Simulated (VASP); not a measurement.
# PtSe (F-43m) in VASP: notebook

One crystal, PtSe, is run at these levels: r2SCAN+U; tasks: single point.

Everything below comes from runs of VASP 6.6.1. Logs are shortened: lines on timing, memory, paths and dates and some standing lists are left out, and cuts for length are marked.

**1. Starting point**

It takes space group F-43m (No. 216, cubic). Conventional cell: a = 6.075 Å, b = 6.075 Å, c = 6.075 Å, α = 90.00°, β = 90.00°, γ = 90.00°. Pt (site symmetry -43m) is surrounded by 4 Se at 2.63 Å. Se (site symmetry -43m) has 4 Pt at 2.63 Å as nearest neighbours.

The cell comes from a database or a generator and needn't be the stable form of this composition.

**2. Single point, r2SCAN+U, collinear spin, ferromagnetic start**

Input file INCAR:

```
ALGO = Normal
EDIFF = 1E-7
ENCUT = 520
ISIF = 2
ISMEAR = 0
ISPIN = 2
LASPH = True
LCHARG = False
LDAU = True
LDAUJ = 0 0
LDAUL = 2 -1
LDAUPRINT = 1
LDAUTYPE = 2
LDAUU = 3 0
LMAXMIX = 4
LMIXTAU = True
LORBIT = 11
LREAL = False
LWAVE = False
MAGMOM = 0.5 0
METAGGA = R2SCAN
NBANDS = 19
NELM = 100
PREC = Accurate
SIGMA = 0.05
```

Input file KPOINTS:

```
k-points
0
Gamma
  5 5 5
```

Input file POSCAR:

```
PtSe
1.0
    0.0000000000      3.0374472300      3.0374472300
    3.0374472300      0.0000000000      3.0374472300
    3.0374472300      3.0374472300      0.0000000000
Pt Se
1 1
Direct
    0.0000000000      0.0000000000      0.0000000000
    0.2500000000      0.2500000000      0.2500000000
```

Potentials or basis: VASP PAW PBE potentials, release 64 (Pt, Se).

Started as:

```console
cat potpaw_PBE.64/Pt/POTCAR potpaw_PBE.64/Se/POTCAR > POTCAR
mpirun -np 1 vasp_std > vasp.out
```

OUTCAR:

```text
EDIFF = 1E-7
   ENCUT = 520
   ISIF = 2
   ISMEAR = 0
   ISPIN = 2
   LASPH = True
   LORBIT = 11
   LREAL = False
   METAGGA = R2SCAN
   NELM = 100
   PREC = Accurate

 ion  position               nearest neighbor table
   1  0.000  0.000  0.000-   2 2.63   2 2.63   2 2.63   2 2.63
   2  0.250  0.250  0.250-   1 2.63   1 2.63   1 2.63   1 2.63

  LATTYP: Found a face centered cubic cell.
 ALAT       =     6.0748944600

  Lattice vectors:

 A1 = (   0.0000000000,   3.0374472300,   3.0374472300)
 A2 = (   3.0374472300,   0.0000000000,   3.0374472300)
 A3 = (   3.0374472300,   3.0374472300,   0.0000000000)

Analysis of symmetry for initial positions (statically):
=====================================================================
 Subroutine PRICEL returns:
 Original cell was already a primitive cell.

 Routine SETGRP: Setting up the symmetry group for a
 face centered cubic supercell.

 Subroutine GETGRP returns: Found 24 space group operations
 (whereof 24 operations were pure point group operations)
 out of a pool of 48 trial point group operations.

The static configuration has the point symmetry T_d .

Analysis of symmetry for dynamics (positions and initial velocities):
=====================================================================
 Subroutine PRICEL returns:
 Original cell was already a primitive cell.

 Routine SETGRP: Setting up the symmetry group for a
 face centered cubic supercell.

 Subroutine GETGRP returns: Found 24 space group operations
 (whereof 24 operations were pure point group operations)
 out of a pool of 48 trial point group operations.

The dynamic configuration has the point symmetry T_d .

Analysis of structural, dynamic, and magnetic symmetry:
=====================================================================
 Subroutine PRICEL returns:
 Original cell was already a primitive cell.

 Routine SETGRP: Setting up the symmetry group for a
 face centered cubic supercell.

 Subroutine GETGRP returns: Found 24 space group operations
 (whereof 24 operations were pure point group operations)
[... 167 lines left out ...]
  o =  0.8686  v =  0.0000  0.0801 -0.0000  0.9968 -0.0000  0.0000  0.0000  0.0000  0.0000  0.0000      0.0000  0.0000  0.0000  0.0000  0.0000  0.0000  0.0000  0.0000  0.0000  0.0000
  o =  0.8724  v =  0.0000  0.0000  0.0000  0.0000  0.0000  0.0000  0.0000 -0.1374 -0.0000  0.9905      0.0000  0.0000  0.0000  0.0000  0.0000  0.0000  0.0000  0.0000  0.0000  0.0000
  o =  0.8724  v =  0.0000  0.0000  0.0000  0.0000  0.0000  0.0000 -0.0000  0.9905  0.0000  0.1374      0.0000  0.0000  0.0000  0.0000  0.0000  0.0000  0.0000  0.0000  0.0000  0.0000
  o =  0.9085  v =  0.0000 -0.0000  0.7808  0.0000  0.6248  0.0000  0.0000  0.0000  0.0000  0.0000      0.0000  0.0000  0.0000  0.0000  0.0000  0.0000  0.0000  0.0000  0.0000  0.0000
  o =  0.9085  v =  0.0000  0.0000 -0.6248 -0.0000  0.7808  0.0000  0.0000  0.0000  0.0000  0.0000      0.0000  0.0000  0.0000  0.0000  0.0000  0.0000  0.0000  0.0000  0.0000  0.0000

 number of electron      16.0000002 magnetization       0.8958572

 Free energy of the ion-electron system (eV)
  ---------------------------------------------------
  ext. energy  EPLUGINS =         0.00000000
  ---------------------------------------------------
  free energy    TOTEN  =       -63.00517791 eV

  energy without entropy =      -63.00251828  energy(sigma->0) =      -63.00384809

 E-fermi :   2.4815     XC(G=0):  -9.6812

 val. band max:        2.4740968874   @ k =  -0.4000   0.2000   0.0000
 cond. band min:       2.5996224878   @ k =  -0.4000   0.4000   0.2000
 fundamental gap:      0.1255256003
 Fermi energy:         2.4814988971

 spin component 1

 k-point     1 :       0.0000    0.0000    0.0000
  band No.  band energies     occupation
      1     -11.5841      1.00000
      2      -2.4188      1.00000
      3      -2.4188      1.00000
      4      -2.4188      1.00000
      5      -0.4098      1.00000
      6      -0.4098      1.00000
[... 196 lines left out ...]
      5      -0.4474      1.00000
      6      -0.3224      1.00000
[... 11 lines left out ...]
     18      18.4052      0.00000
     19      19.6913      0.00000
 Fermi energy:         2.4814988971

 spin component 2

 k-point     1 :       0.0000    0.0000    0.0000
  band No.  band energies     occupation
      1     -11.2565      1.00000
      2      -1.7875      1.00000
      3      -1.7875      1.00000
      4      -1.7875      1.00000
      5      -0.0469      1.00000
      6      -0.0469      1.00000
[... 197 lines left out ...]
      6       0.1799      1.00000
[... 11 lines left out ...]
     18      18.5947      0.00000
     19      19.8740      0.00000

------------------------ aborting loop because EDIFF is reached ----------------------------------------

  FORCE on cell =-STRESS in cart. coord.  units (eV):
  Direction    XX          YY          ZZ          XY          YZ          ZX
  --------------------------------------------------------------------------------------
  -------------------------------------------------------------------------------------
  Total       -4.7362216     -4.7362216     -4.7362216      0.0000000      0.0000000      0.0000000
  in kB     -135.3899326   -135.3899326   -135.3899326      0.0000000      0.0000000      0.0000000
  external PRESSURE =    -135.3899326 kB  Pullay stress =       0.0000000 kB

 VOLUME and BASIS-vectors are now :
 -----------------------------------------------------------------------------
  energy-cutoff  :      520.00
  volume of cell :       56.05
      direct lattice vectors                 reciprocal lattice vectors
     0.000000000  3.037447230  3.037447230    -0.164611913  0.164611913  0.164611913
     3.037447230  0.000000000  3.037447230     0.164611913 -0.164611913  0.164611913
     3.037447230  3.037447230  0.000000000     0.164611913  0.164611913 -0.164611913

 POSITION                                       TOTAL-FORCE (eV/Angst)
 -----------------------------------------------------------------------------------
      0.00000      0.00000      0.00000         0.000000      0.000000      0.000000
      1.51872      1.51872      1.51872        -0.000000     -0.000000     -0.000000
 -----------------------------------------------------------------------------------
    total drift:                               -0.000000     -0.000000     -0.000000

  FREE ENERGIE OF THE ION-ELECTRON SYSTEM (eV)
  ---------------------------------------------------
  free  energy   TOTEN  =       -63.0051779074 eV

  energy  without entropy=      -63.0025182792  energy(sigma->0) =      -63.00384809

 total charge

# of ion       s       p       d       tot
------------------------------------------
    1        0.523   0.305   8.284   9.112
    2        1.472   2.152   0.061   3.685
--------------------------------------------------
tot          1.995   2.457   8.344  12.797

 magnetization (x)

# of ion       s       p       d       tot
------------------------------------------
    1        0.019   0.035   0.514   0.568
    2        0.016   0.183   0.000   0.199
--------------------------------------------------
tot          0.035   0.218   0.514   0.767
```

Wall time 44 s (1 thread of Intel Xeon 6975P-C (Granite Rapids), shared host); peak memory 0.22 GiB.

What came out:

```
Free energy                                           : -63.0052 eV
Pressure                                              : -13.5 GPa
Band gap on the k mesh                                : none (metal or under the smearing width)
Net moment                                            : 0.90 μB per cell
Site moments                                          : Pt +0.57; Se +0.20 μB
Valence electrons inside the program's atomic spheres : Pt 9.11; Se 3.69
```

Eigenvalues of the final occupation matrices:
| site | spin | trace | eigenvalues |
| --- | --- | --- | --- |
| site 1 d | 1 | 4.42 | 0.87 0.87 0.87 0.91 0.91 |
| site 1 d | 2 | 3.91 | 0.72 0.72 0.72 0.87 0.87 |

Caveat: the PAW data sets were made with another functional, which shifts forces and pressure a little. The state reached can hang on the start; a lower one may exist.

**3. Single point, r2SCAN+U, collinear spin, ferromagnetic start**

Input file INCAR:

```
PREC     = Accurate       # precision mode
ENCUT    = 520            # plane-wave cutoff, eV
EDIFF    = 1E-7           # SCF threshold, eV
ISMEAR   = 0              # smearing method
SIGMA    = 0.05           # smearing width, eV
LREAL    = F              # projectors in reciprocal space
LASPH    = T              # aspherical terms in the spheres
NELM     = 60             # most SCF steps
ALGO     = Normal         # electronic algorithm
ISIF     = 2              # what is computed and relaxed
LWAVE    = F              # write WAVECAR
LCHARG   = T              # write CHGCAR
ISPIN    = 2              # spin polarisation
MAGMOM   = 0.5 0          # initial moments
LORBIT   = 11             # projections on sites
LMAXMIX  = 4              # l up to which the mixer works
LDAU     = T              # DFT+U
LDAUTYPE = 2            
LDAUL    = 2 -1           # shell
LDAUU    = 3 0            # U, eV
LDAUJ    = 0 0          
LDAUPRINT= 1            
METAGGA  = R2SCAN         # meta-GGA
LMIXTAU  = T            
LELF     = T              # ELF
LVHAR    = T
```

Input file KPOINTS:

```
regular mesh
0
Gamma
  5 5 5
```

POSCAR is that of step 2.

Potentials or basis: VASP PAW PBE potentials, release 64 (Pt, Se).

Started as:

```console
cat potpaw_PBE.64/Pt/POTCAR potpaw_PBE.64/Se/POTCAR > POTCAR
mpirun -np 1 vasp_std > vasp.out
```

It took 36 s on 1 thread of Intel Xeon 6975P-C (Granite Rapids), shared host; peak memory 0.21 GiB.

Results (log left out):

* Free energy: -63.0052 eV
* Pressure: -13.5 GPa
* Band gap on the k mesh: none (metal or under the smearing width)
* Net moment: 0.90 μB per cell
* Site moments: Pt +0.57; Se +0.20 μB
* Valence electrons inside the program's atomic spheres: Pt 9.11; Se 3.69

Levels at points of the mesh, in eV from the Fermi level:
Spin up:
| k point | band 6 | band 7 | band 8 | band 9 | band 10 | band 11 |
| --- | --- | --- | --- | --- | --- | --- |
| (0.00, 0.00, 0.00) | -2.89 | 0.83 | 1.42 | 1.42 | 1.42 | 7.25 |
Spin down:
```csv
k point,band 4,band 5,band 6,band 7,band 8,band 9,band 10,band 11
"(0.00, 0.00, 0.00)",-4.27,-2.53,-2.53,1.13,2.16,2.16,2.16,7.41
```

Eigenvalues of the final occupation matrices:
```tsv
site	spin	trace	eigenvalues
site 1 d	1	4.42	0.87 0.87 0.87 0.91 0.91
site 1 d	2	3.91	0.72 0.72 0.72 0.87 0.87
```

Caveat: the PAW data sets were made with another functional, which shifts forces and pressure a little.

**4. Single point, r2SCAN+U, collinear spin, zero start**

Input file INCAR:

```
SYSTEM = PtSe
ALGO = Normal
EDIFF = 1E-7
ENCUT = 520
ISIF = 2
ISMEAR = 0
ISPIN = 2
LASPH = .True.
LCHARG = .True.
LDAU = .True.
LDAUJ = 0 0
LDAUL = 2 -1
LDAUPRINT = 1
LDAUTYPE = 2
LDAUU = 3 0
LELF = .True.
LMAXMIX = 4
LMIXTAU = .True.
LORBIT = 11
LREAL = .False.
LVHAR = .True.
LWAVE = .False.
MAGMOM = 0 0
METAGGA = R2SCAN
NELM = 100
PREC = Accurate
SIGMA = 0.05
```

Input file KPOINTS:

```
k-points
0
Gamma
  5 5 5
  0 0 0
```

POSCAR is that of step 3.

Started as:

```console
cat potpaw_PBE.64/Pt/POTCAR potpaw_PBE.64/Se/POTCAR > POTCAR
mpirun -np 1 vasp_std > vasp.out
```

Run time: 45 s. Hardware: 1 thread of Intel Xeon 6975P-C (Granite Rapids), shared host; peak memory 0.22 GiB.

Results (log left out):

```
Free energy                                           : -62.9846 eV
Pressure                                              : -13.9 GPa
Band gap on the k mesh                                : none (metal or under the smearing width)
Net moment                                            : 0.00 μB per cell
Valence electrons inside the program's atomic spheres : Pt 9.13; Se 3.67
```

Levels at points of the mesh, in eV from the Fermi level:
Spin up:
```tsv
k point	band 5	band 6	band 7	band 8	band 9	band 10
(0.00, 0.00, 0.00)	-2.74	-2.74	0.88	1.69	1.69	1.69
```
Spin down:
```csv
k point,band 5,band 6,band 7,band 8,band 9,band 10
"(0.00, 0.00, 0.00)",-2.74,-2.74,0.88,1.69,1.69,1.69
```

Eigenvalues of the final occupation matrices:
```tsv
site	spin	trace	eigenvalues
site 1 d	1	4.18	0.80 0.80 0.80 0.89 0.89
site 1 d	2	4.18	0.80 0.80 0.80 0.89 0.89
```

Caveat: the PAW data sets were made with another functional, which shifts forces and pressure a little.

**5. Single point, r2SCAN+U, collinear spin, random start**

Input file INCAR:

```
PREC     = Accurate       # precision mode
ENCUT    = 520            # plane-wave cutoff, eV
EDIFF    = 1E-6           # SCF threshold, eV
ISMEAR   = 0              # smearing method
SIGMA    = 0.05           # smearing width, eV
LREAL    = F              # projectors in reciprocal space
LASPH    = T              # aspherical terms in the spheres
NELM     = 80             # most SCF steps
ALGO     = Normal         # electronic algorithm
ISIF     = 2              # what is computed and relaxed
LWAVE    = F              # write WAVECAR
LCHARG   = F              # write CHGCAR
ISPIN    = 2              # spin polarisation
MAGMOM   = -0.09 0        # initial moments
LORBIT   = 11             # projections on sites
LMAXMIX  = 4              # l up to which the mixer works
LDAU     = T              # DFT+U
LDAUTYPE = 2            
LDAUL    = 2 -1           # shell
LDAUU    = 3 0            # U, eV
LDAUJ    = 0 0          
LDAUPRINT= 1            
METAGGA  = R2SCAN         # meta-GGA
LMIXTAU  = T            
NBANDS   = 19             # bands
```

Input file KPOINTS:

```
regular mesh
0
Gamma
  5 5 5
```

POSCAR is that of step 4.

Started as:

```console
cat potpaw_PBE.64/Pt/POTCAR potpaw_PBE.64/Se/POTCAR > POTCAR
mpirun -np 1 vasp_std > vasp.out
```

Wall time 45 s (1 thread of Intel Xeon 6975P-C (Granite Rapids), shared host); peak memory 0.22 GiB.

It converged, with:

| Item | Value |
| --- | --- |
| Free energy | -62.9874 eV |
| Pressure | -14.0 GPa |
| Band gap on the k mesh | none (metal or under the smearing width) |
| Net moment | -0.20 μB per cell |
| Site moments | Pt -0.14; Se -0.04 μB |
| Valence electrons inside the program's atomic spheres | Pt 9.13; Se 3.67 |

Levels at points of the mesh, in eV from the Fermi level:
Spin up:
| k point | band 3 | band 4 | band 5 | band 6 | band 7 | band 8 | band 9 | band 10 | band 11 | band 12 |
| --- | --- | --- | --- | --- | --- | --- | --- | --- | --- | --- |
| (0.00, 0.00, 0.00) | -4.55 | -4.55 | -2.66 | -2.66 | 0.96 | 1.82 | 1.82 | 1.82 | 7.30 | 7.30 |
Spin down:
| k point | band 5 | band 6 | band 7 | band 8 | band 9 | band 10 | band 11 | band 12 |
| --- | --- | --- | --- | --- | --- | --- | --- | --- |
| (0.00, 0.00, 0.00) | -2.74 | -2.74 | 0.89 | 1.65 | 1.65 | 1.65 | 7.26 | 7.26 |

Eigenvalues of the final occupation matrices:
| site | spin | trace | eigenvalues |
| --- | --- | --- | --- |
| site 1 d | 1 | 4.12 | 0.78 0.78 0.78 0.89 0.89 |
| site 1 d | 2 | 4.24 | 0.82 0.82 0.82 0.90 0.90 |

Caveat: the PAW data sets were made with another functional, which shifts forces and pressure a little. The run has no spin-orbit coupling, so splittings on Pt are missing.

**6. For comparison**

An earlier run on the cell as given: functional PBE; potentials or basis VASP PAW PBE potentials, release 64 (Pt, Se); cutoff 520 eV; k mesh 8 × 8 × 8; occupations fermi-dirac, width 0.05 eV; no spin polarisation.

- Pressure: -11.1 GPa
- Band gap on the k mesh: none (metal or under the smearing width)

**7. Overview**

```csv
level,spin,U,k mesh,smearing,gap on the mesh (eV),pressure (GPa),moment (μB)
r2SCAN+U,"collinear, ferromagnetic start",Pt d U = 3 eV,5 × 5 × 5,gaussian 0.05 eV,none,-13.5,0.90
r2SCAN+U,"collinear, zero start",Pt d U = 3 eV,5 × 5 × 5,gaussian 0.05 eV,none,-13.9,0.00
r2SCAN+U,"collinear, random start",Pt d U = 3 eV,5 × 5 × 5,gaussian 0.05 eV,none,-14.0,0.20
PBE,off,-,8 × 8 × 8,fermi-dirac 0.05 eV,none,-11.1,-
```

Alike in all rows: task single point; potentials or basis VASP PAW PBE potentials, release 64 (Pt, Se); cell as given; cutoff (eV) 520.

Every run on the cell as given and a fine mesh finds a metal. The pressure there spans -14.0 GPa (r2SCAN+U) to -11.1 GPa (PBE); a positive pressure means that this level wants a larger cell, a negative one a smaller.

Caveats: the PAW data sets were made with another functional, which shifts forces and pressure a little (some runs).

Absolute energies hang on the potentials; compare differences alone.
